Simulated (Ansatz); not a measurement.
Ni:

```
CELL_PARAMETERS angstrom
2.44802 0.00000 0.00000
-1.22401 2.12005 0.00000
0.00000 0.00000 4.07281
ATOMIC_POSITIONS crystal
Ni 0.66667 0.33333 0.75000
Ni 0.33333 0.66667 0.25000
```

This isn't the form of Ni at room conditions, which is fcc.

* Program: Ansatz 0.2.0
* Task: relaxation of cell and atoms
* Functional: BLYP
* Potentials or basis: Ansatz PAW
* Cutoff: 420 eV (not typed: the program's choice for these potentials)
* k mesh: 12 × 12 × 7
* Occupations: fermi-dirac, width 0.05 eV
* Spin: collinear spin, ferromagnetic start
* Starting moments: [1.0, 1.0] μB

At the start: volume 10.57 Å³/atom.

Task: Where does the relaxation end?

Result: It ends after 8 steps and the volume is 11.49 Å³/atom (+8.7 %); space group P6_3/mmc (No. 194, to 0.05 Å); moment 1.31 μB per cell.

Step by step:
```csv
step,energy change (eV),largest force (eV/Å),volume (Å³)
1,0.0000,0.0000,21.14
2,-0.0652,0.0000,21.96
3,-0.0905,0.0000,22.82
4,-0.0910,0.0000,22.95
5,-0.0911,0.0000,22.96
6,-0.0926,0.0000,22.96
7,-0.0926,0.0000,22.98
8,-0.0926,0.0000,22.98
```

Final structure:
```
CELL_PARAMETERS angstrom
2.52855 0.00000 0.00000
-1.26427 2.18978 0.00000
0.00000 0.00000 4.15023
ATOMIC_POSITIONS crystal
Ni 0.66667 0.33333 0.75000
Ni 0.33333 0.66667 0.25000
```

Caveat: the plane-wave basis is chosen anew once the cell has moved, so the energies of steps on either side of that aren't comparable; the PAW data sets come from PBE, with cores solved anew for the run's functional, which leaves a small shift of forces and pressure.
